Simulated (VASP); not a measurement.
# TiSe2 (P-3m1) in VASP: further runs, part 2 of 2

VASP 6.6.1.

## Step 3: Relaxation of cell and atoms, PBE+D3(BJ)

The COD entry that gives the cell may itself be a prediction, so a difference from it is no test against experiment.

This run uses another cell than the first one, of 20.54 Å³/atom, 0.948 times its volume.

The input, INCAR:

```
SYSTEM = TiSe2
ALGO = Normal ; EDIFF = 1E-7
EDIFFG = -0.005 ; ENCUT = 600
GGA = PE ; IBRION = 2
ISIF = 3 ; ISMEAR = 0
IVDW = 12 ; LASPH = .TRUE.
LCHARG = .FALSE. ; LREAL = .FALSE.
LWAVE = .FALSE. ; NELM = 80
NSW = 90 ; PREC = Accurate
SIGMA = 0.03
```

The input, KPOINTS:

```
k-points
0
G
  9 9 5
  0 0 0
```

The input, POSCAR:

```
TiSe2                                   
1.0
    3.4856846610      0.0000000000     -0.0000000000
   -1.7428423305      3.0186914681     -0.0000000000
   -0.0000000000      0.0000000000      5.8565827650
  Ti              Se            
     1     2
Direct
     0.0000000000000000    0.0000000000000000    0.0000000000000000
     0.3333333300000021    0.6666666699999979    0.2648460949166213
     0.6666666699999979    0.3333333300000021    0.7351539050833789
```

Potentials or basis: VASP PAW PBE potentials, release 64 (Ti_sv, Se).

Run with:

```sh
cat potpaw_PBE.64/Ti_sv/POTCAR potpaw_PBE.64/Se/POTCAR > POTCAR
mpirun -np 1 vasp_std > vasp.out
```

It took 27 s on 1 thread of Intel Xeon 6975P-C (Granite Rapids), shared host; peak memory 0.23 GiB.

Results (log left out):

| Item | Value |
| --- | --- |
| Free energy | -19.4792 eV |
| Pressure after relaxing | 0.0 GPa |
| Largest force after relaxing | 0.005 eV/Å |
| Band gap on the k mesh | none (metal or under the smearing width) |
| Dispersion energy per atom | -0.450 eV |

Forces in eV/Å, atoms in the order of the input:
```
Ti   0.000  0.000  0.000
Se   0.000  0.000  0.005
Se   0.000  0.000 -0.005
```

Final structure:
```
Ti Se
1.0
     3.48568    0.00000    0.00000
    -1.74284    3.01869    0.00000
     0.00000    0.00000    5.85658
Ti Se
1 2
Direct
  0.00000 0.00000 0.00000
  0.33333 0.66667 0.26485
  0.66667 0.33333 0.73515
```

Levels at points of the mesh, in eV from the Fermi level:
| k point | band 9 | band 10 | band 11 | band 12 | band 13 | band 14 | band 15 | band 16 |
| --- | --- | --- | --- | --- | --- | --- | --- | --- |
| (0.00, 0.00, 0.00) | -2.24 | 0.39 | 0.53 | 0.53 | 0.60 | 0.62 | 0.62 | 3.31 |

Caveat: the relaxation stopped at its first step, so nothing moved; pairwise dispersion overbinds metals, which lowers pressure and volume.

## Step 4: Relaxation of cell and atoms, PBEsol

The input, INCAR:

```
PREC = Accurate
ENCUT = 600
EDIFF = 1E-6
ISMEAR = 1
SIGMA = 0.1
LREAL = F
LASPH = T
NELM = 80
ALGO = Normal
ISIF = 3
LWAVE = F
LCHARG = F
GGA = PS
IBRION = 2
NSW = 90
EDIFFG = -0.01
```

The input, KPOINTS:

```
regular mesh
0
Gamma
  12 12 6
```

The input, POSCAR:

```
TiSe2
1.0
    3.5360000000      0.0000000000      0.0000000000
   -1.7680000000      3.0622658300      0.0000000000
    0.0000000000      0.0000000000      6.0040000000
Ti Se
1 2
Direct
    0.0000000000      0.0000000000      0.0000000000
    0.3333333300      0.6666666700      0.2552000000
    0.6666666700      0.3333333300      0.7448000000
```

Run with:

```sh
cat potpaw_PBE.64/Ti_sv/POTCAR potpaw_PBE.64/Se/POTCAR > POTCAR
mpirun -np 1 vasp_std > vasp.out
```

Wall time 13 min (1 thread of Intel Xeon Platinum 8259CL at 2.50GHz (Skylake/Cascade Lake), shared host); peak memory 0.3 GiB.

The run converged. Its results:

| Property | Result |
| --- | --- |
| Free energy | -19.4636 eV |
| Relaxed volume | 20.68 Å³/atom |
| Relaxed cell | a = 3.474 Å, b = 3.474 Å, c = 5.935 Å, α = 90.00°, β = 90.00°, γ = 120.00° |
| Space group after relaxing (to 0.05 Å) | P-3m1 (No. 164) |
| Energy gained by relaxing | 6.1 meV/atom |
| Ionic steps | 12 |
| Pressure after relaxing | 0.0 GPa |
| Largest force after relaxing | 0.005 eV/Å |
| Band gap on the k mesh | none (metal or under the smearing width) |

Forces on the atoms (eV/Å):
```
Ti   0.000  0.000  0.000
Se   0.000  0.000 -0.005
Se   0.000  0.000  0.005
```

Stress tensor (GPa, compression positive):
```
 0.06  0.00  0.00
 0.00  0.06  0.00
 0.00  0.00 -0.02
```

The path:
| step | energy change (eV) | largest force (eV/Å) | pressure (GPa) | volume (Å³) |
| --- | --- | --- | --- | --- |
| 1 | 0.0000 | 0.0809 | -2.13 | 65.01 |
| 2 | -0.0066 | 0.3656 | 1.67 | 62.34 |
| 3 | -0.0122 | 0.1803 | 0.08 | 63.39 |
| 4 | -0.0157 | 0.1048 | -0.01 | 63.14 |
| 5 | -0.0168 | 0.0327 | -0.08 | 62.90 |
| 6 | -0.0171 | 0.0356 | -0.02 | 62.77 |
| 7 | -0.0178 | 0.0430 | 0.16 | 62.38 |
| 8 | -0.0176 | 0.0558 | 0.59 | 61.59 |
| 9 | -0.0180 | 0.0496 | 0.36 | 62.05 |
| 10 | -0.0181 | 0.0379 | 0.28 | 62.05 |
| 11 | -0.0183 | 0.0027 | 0.08 | 62.04 |
| 12 | -0.0184 | 0.0052 | 0.03 | 62.03 |

Final structure:
```
CELL_PARAMETERS angstrom
3.47415 0.00000 0.00000
-1.73707 3.00870 0.00000
0.00000 0.00000 5.93472
ATOMIC_POSITIONS crystal
Ti 0.00000 0.00000 0.00000
Se 0.33333 0.66667 0.26096
Se 0.66667 0.33333 0.73904
```

Levels at points of the mesh, in eV from the Fermi level:
| k point | band 8 | band 9 | band 10 | band 11 | band 12 | band 13 | band 14 | band 15 | band 16 |
| --- | --- | --- | --- | --- | --- | --- | --- | --- | --- |
| (0.00, 0.00, 0.00) | -2.22 | -2.22 | 0.27 | 0.52 | 0.52 | 0.57 | 0.66 | 0.66 | 3.43 |
| (0.50, 0.00, 0.00) | -3.92 | -2.87 | -2.87 | -2.24 | -1.34 | 0.05 | 1.50 | 1.92 | 3.29 |
| (0.00, 0.00, 0.50) | -2.86 | -2.15 | -2.15 | 0.39 | 0.39 | 0.50 | 0.50 | 1.28 | 3.82 |
| (0.50, 0.00, 0.50) | -4.82 | -2.83 | -2.50 | -1.17 | -0.84 | -0.27 | 1.50 | 1.89 | 3.18 |

Caveat: the PAW data sets were made with another functional, which shifts forces and pressure a little; this functional lacks dispersion, which binds the layers, so the pressure and a relaxed spacing across them are unreliable.

## Step 5: Relaxation of cell and atoms, PBEsol

This run uses another cell than the first one, of 20.68 Å³/atom, 0.954 times its volume.

INCAR, as its differences from that of step 4:

```diff
@@ -2,3 +2,3 @@
 ENCUT = 600
-EDIFF = 1E-6
+EDIFF = 1E-7
 ISMEAR = 1
@@ -15,2 +15,2 @@
 NSW = 90
-EDIFFG = -0.01
+EDIFFG = -0.005
```

KPOINTS is that of step 4.

The input, POSCAR:

```
TiSe2                                   
1.0
    3.4741474372     -0.0000000000      0.0000000000
   -1.7370737186      3.0086999392     -0.0000000000
   -0.0000000000      0.0000000000      5.9347176805
  Ti              Se            
     1     2
Direct
     1.0000000000000000    0.0000000000000000    1.0000000000000000
     0.3333333300000021    0.6666666699999979    0.2609611865279504
     0.6666666699999979    0.3333333300000021    0.7390388134720496
```

Run with:

```sh
cat potpaw_PBE.64/Ti_sv/POTCAR potpaw_PBE.64/Se/POTCAR > POTCAR
mpirun -np 1 vasp_std > vasp.out
```

Run time: 4.8 min. Hardware: 1 thread of Intel Xeon Platinum 8259CL at 2.50GHz (Skylake/Cascade Lake), shared host; peak memory 0.28 GiB.

Results (log left out):

| Item | Value |
| --- | --- |
| Free energy | -19.4631 eV |
| Relaxed volume | 20.70 Å³/atom |
| Relaxed cell | a = 3.477 Å, b = 3.477 Å, c = 5.932 Å, α = 90.00°, β = 90.00°, γ = 120.00° |
| Space group after relaxing (to 0.05 Å) | P-3m1 (No. 164) |
| Energy gained by relaxing | 0.0 meV/atom |
| Ionic steps | 4 |
| Pressure after relaxing | 0.0 GPa |
| Band gap on the k mesh | none (metal or under the smearing width) |

Final structure:
```
Ti Se
1.0
     3.47688    0.00000    0.00000
    -1.73844    3.01107    0.00000
     0.00000    0.00000    5.93193
Ti Se
1 2
Direct
  0.00000 0.00000 0.00000
  0.33333 0.66667 0.26080
  0.66667 0.33333 0.73920
```

Levels at points of the mesh, in eV from the Fermi level:
```tsv
k point	band 8	band 9	band 10	band 11	band 12	band 13	band 14	band 15	band 16
(0.00, 0.00, 0.00)	-2.23	-2.23	0.28	0.52	0.52	0.57	0.65	0.65	3.42
(0.50, 0.00, 0.00)	-3.91	-2.87	-2.87	-2.24	-1.35	0.05	1.49	1.91	3.29
(0.00, 0.00, 0.50)	-2.85	-2.16	-2.16	0.38	0.38	0.50	0.50	1.28	3.82
(0.50, 0.00, 0.50)	-4.81	-2.83	-2.50	-1.17	-0.85	-0.26	1.49	1.88	3.18
```

Caveat: the PAW data sets were made with another functional, which shifts forces and pressure a little.
